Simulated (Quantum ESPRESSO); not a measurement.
## Sn under changes of volume

One of the cells (33.803 Å³/atom); the others are scaled copies at fixed shape and fractional positions:

```
Sn
1.0
     0.00000    3.23334    3.23334
     3.23334    0.00000    3.23334
     3.23334    3.23334    0.00000
Sn
2
Direct
  0.75000 0.75000 0.75000
  0.50000 0.50000 0.50000
```

This isn't the form of Sn at room conditions, which is tetragonal (white tin).

* Program: Quantum ESPRESSO 7.5
* Functional: LDA
* Potentials or basis: GBRV 1.5 LDA
* Cutoff: 925 eV
* Density cutoff: 7401 eV
* k mesh: 7 × 7 × 7
* Occupations: fermi-dirac, width 0.05 eV
* Spin: no spin polarisation

```csv
volume (Å³/atom),energy over the lowest point (meV/atom),pressure (GPa)
31.775,?,?
32.451,9.08,2.0
33.127,2.34,0.9
33.803,0.00,-0.1
34.479,1.52,-0.9
35.155,6.45,-1.7
35.831,14.34,-2.4
```

Task: What does the run at 31.775 Å³/atom give?

Result: Energy over the lowest point 20.72 meV/atom; pressure 3.2 GPa.

Worked out: A Birch-Murnaghan fit of order 3 (a polynomial in V^(-2/3)) to the other rows has its minimum at 33.86 Å³/atom with B0 = V·E''(V) = 45 GPa and B' = 5.5. It gives 20.83 meV/atom at 31.775 Å³/atom, against the run's 20.72, and -dE/dV = 3.4 GPa, against 3.2.

Energies are extrapolated to zero smearing.
